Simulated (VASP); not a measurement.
Se (a cell with a defect), 23 atoms in the cell. The cell holds a defect, 23 atoms: a = 8.820 Å, b = 8.820 Å, c = 10.006 Å, α = 90.00°, β = 90.00°, γ = 120.00°. 

| Item | Value |
| --- | --- |
| Program | VASP 6.6.1 |
| Task | single point |
| Functional | LDA |
| Potentials or basis | VASP PAW LDA potentials, release 64 (Se) |
| Cutoff | 520 eV |
| k mesh | 2 × 2 × 2 |
| Occupations | methfessel-paxton, width 0.15 eV |
| Spin | no spin polarisation |
| Dipole correction | no |
| Further INCAR settings | LREAL = Auto; ALGO = Fast; EDIFF = 1e-06; NBANDS = 86 |

Potentials or basis: VASP PAW LDA potentials, release 64 (Se).

Command:

```bash
$ cat potpaw_LDA.64/Se/POTCAR > POTCAR
$ mpirun -np 1 vasp_std > vasp.out
```

Hardware: 1 thread of Intel(R) Xeon(R) 6975P-C (Granite Rapids), with other jobs on the host.

**Question.** Estimate the wall time of this run.

**Answer.** Run time: 13 min on 1 thread of Intel(R) Xeon(R) 6975P-C (Granite Rapids), on a shared host, peak memory 0.67 GiB. Counts: scf iterations 16, k points 8.
